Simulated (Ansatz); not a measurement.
Fe, dhcp: geometry optimisation

All numbers below come from DFT, PBE, plane waves (420 eV) with PAW, scalar-relativistic (Ansatz 0.2.0).

k-point mesh 14×14×4, Fermi-Dirac smearing 0.1 eV, no spin polarisation. Cell and atoms relax.

Starting structure:

```
Fe
1.0
     2.55376    0.00000    0.00000
    -1.27688    2.21162    0.00000
     0.00000    0.00000    8.34057
Fe
4
Direct
  0.00000 0.00000 0.00000
  0.00000 0.00000 0.50000
  0.33333 0.66667 0.25000
  0.66667 0.33333 0.75000
```

**Question.** The pressure at the start is -28.5 GPa. By how much does the volume change?

**Answer.** From 11.78 to 10.26 Å³ per atom, -12.9 %. The final cell has a = 2.451 Å, c = 7.889 Å (c/a = 3.219).

**Question.** How much energy does the relaxation gain?

**Answer.** 155.3 meV per atom.

Spin polarisation is off here; a magnetic state may lie lower.
